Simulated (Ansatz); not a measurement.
CsCl:
```xyz
2
Lattice="4.1404 0.0000 0.0000 0.0000 4.1404 0.0000 0.0000 0.0000 4.1404" Properties=species:S:1:pos:R:3 pbc="T T T"
Cs     0.0000     0.0000     0.0000
Cl     2.0702     2.0702     2.0702
```

Relaxed with r²SCAN. Special points in fractions of this cell's reciprocal vectors: Γ (0.000, 0.000, 0.000); X (0.000, 0.500, 0.000); M (0.500, 0.500, 0.000); R (0.500, 0.500, 0.500).

Problem. List the band energies nearest the valence-band maximum at these points for DFT-r²SCAN with spin–orbit coupling in the program Ansatz with PAW potentials.

Solution. In eV from the valence-band maximum; about four levels below and three above (degenerate sets whole), none deeper than 8.9 eV; points with the same levels are listed once.

| k | below | above |
|---|---|---|
| Γ | 0.00 0.00 0.00 0.00 | 5.85 5.85 5.85 5.85 |
| X | -0.32 -0.32 -0.25 -0.25 | 6.89 6.89 8.20 8.20 |
| M | -0.48 -0.48 -0.12 -0.12 | 6.49 6.49 6.58 6.58 |
| R | -1.10 -1.10 -1.10 -1.10 | 9.07 9.07 9.07 9.07 |

Space group Pm-3m (CsCl type). Symmetry was held in the r²SCAN relaxation.

Potentials: the later of the program's two PAW sets.
